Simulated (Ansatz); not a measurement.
Relaxing Sr in the hcp type

First guess:

```
CELL_PARAMETERS angstrom
3.62341 0.00000 0.00000
-1.81171 3.13797 0.00000
0.00000 0.00000 5.86993
ATOMIC_POSITIONS crystal
Sr 0.33333 0.66667 0.25000
Sr 0.66667 0.33333 0.75000
```

Theory: DFT, PBE, PAW with Ansatz's default frozen-core files, scalar-relativistic (Ansatz 0.2.0).

Cell and atoms relax within the symmetry of the start on a 11×11×6 k mesh with 0.08 eV Fermi–Dirac smearing.

The start is built from a prototype, known or not as a phase of this compound; the cutoff is 420 eV.

Q: What is the pressure of the first guess?

A: 12.07 GPa.

Q: What does it relax to?

A: a = 4.270 Å, b = 4.270 Å, c = 6.999 Å, α = 90.00°, β = 90.00°, γ = 120.00° (conventional cell), 55.25 Å³ per atom:
Space group P6_3/mmc (No. 194). a = 4.270 Å, b = 4.270 Å, c = 6.999 Å, α = 90.00°, β = 90.00°, γ = 120.00°
```tsv
atom	site	symmetry	x	y	z
Sr	2c	-6m2	0.3333	0.6667	0.2500
```

Q: How much energy does the relaxation release?

A: 597 meV/atom.
